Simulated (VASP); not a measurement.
Here is a VASP 6.6.1 calculation.

Contents of INCAR:

```
SYSTEM = Ti2O3
ALGO = Fast
EDIFF = 1E-7
ENCUT = 600
GGA = PS
ISIF = 2
ISMEAR = 0
KPAR = 4
LASPH = .True.
LCHARG = .False.
LREAL = .False.
LWAVE = .False.
NBANDS = 53
NELM = 80
PREC = Accurate
SIGMA = 0.02
```

The input KPOINTS:

```
k-points
0
Gamma
  6 6 6
  0 0 0
```

Contents of POSCAR:

```
Ti2O3
1.0
    2.5630000000      1.4797487400      4.6260000000
   -2.5630000000      1.4797487400      4.6260000000
    0.0000000000     -2.9594974800      4.6260000000
Ti O
4 6
Direct
    0.3467200000      0.3467200000      0.3467200000
    0.1532800000      0.1532800000      0.1532800000
    0.6532800000      0.6532800000      0.6532800000
    0.8467200000      0.8467200000      0.8467200000
    0.5607000000      0.9393000000      0.2500000000
    0.2500000000      0.5607000000      0.9393000000
    0.9393000000      0.2500000000      0.5607000000
    0.4393000000      0.0607000000      0.7500000000
    0.7500000000      0.4393000000      0.0607000000
    0.0607000000      0.7500000000      0.4393000000
```

Potentials or basis: VASP PAW PBE potentials, release 64 (Ti_sv, O).

Run with:

```console
$ cat potpaw_PBE.64/Ti_sv/POTCAR potpaw_PBE.64/O/POTCAR > POTCAR
$ mpirun -np 4 vasp_std > vasp.out
```

Estimate the largest force.

0.176 eV/Å.

Estimate the band gap on the k mesh.

none (metal or under the smearing width).

Estimate the pressure.

-7.3 GPa.

Stress tensor (GPa, compression positive):
```
-8.12  0.00  0.00
 0.00 -8.12  0.00
 0.00  0.00 -5.78
```

Caveat: the PAW data sets were made with another functional, which shifts forces and pressure a little; semilocal functionals often make such compounds metallic where correlation or magnetic order opens a gap, which also shifts bond lengths.

**What was measured.**

“The c-axis dimer and its electronic break-up: the insulator-to-metal transition in Ti2O3”, 2017, arxiv:1710.08771 quotes, for a bulk crystal of Ti2O3: band gap 0.2 eV (optical).

Measured gap of Ti2O3: 0.2 eV (optical; quoted in “The c-axis dimer and its electronic break-up: the insulator-to-metal transition in Ti2O3”, 2017, arxiv:1710.08771). This calculation gives 0.00 eV (-0.20 eV). The value is that of PBEsol on a finite k mesh, which can miss the band edges, without temperature or zero-point motion. Semilocal functionals fall short of measured gaps as a rule.
